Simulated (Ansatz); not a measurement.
**A computed series for AgCl: pressure series**

The parent structure is AgCl in the rock salt structure (space group Fm-3m, No. 225; a = 5.6115 Å).

Cell and atoms are relaxed at each pressure.

Level of theory: plane-wave PAW DFT at the PBE level (Ansatz, a quantum-chemistry and plane-wave program, 420 eV), scalar-relativistic without spin-orbit coupling.

Notes on the quantities. enthalpy: H = E + PV relative to the base's energy.

```tsv
change	enthalpy	band gap	density
base	–	0.92 eV	5.39 g/cm³
pressure −2 GPa	-0.28 eV/atom	0.95 eV	5.10 g/cm³
pressure −1 GPa	-0.14 eV/atom	0.93 eV	5.25 g/cm³
pressure 1.8 GPa	+0.24 eV/atom	0.91 eV	5.60 g/cm³
pressure 4.2 GPa	+0.55 eV/atom	0.90 eV	5.84 g/cm³
pressure 9 GPa	+1.14 eV/atom	0.91 eV	6.23 g/cm³
pressure 18 GPa	+2.17 eV/atom	0.96 eV	6.80 g/cm³
pressure 30 GPa	+3.42 eV/atom	1.05 eV	7.37 g/cm³
pressure 45 GPa	+4.88 eV/atom	1.18 eV	7.94 g/cm³
pressure 60 GPa	+6.24 eV/atom	1.31 eV	8.41 g/cm³
```

Load acts through the strain it causes; cell and atoms are relaxed under it. Stability against distortions was not tested. No other phases were tried under pressure.
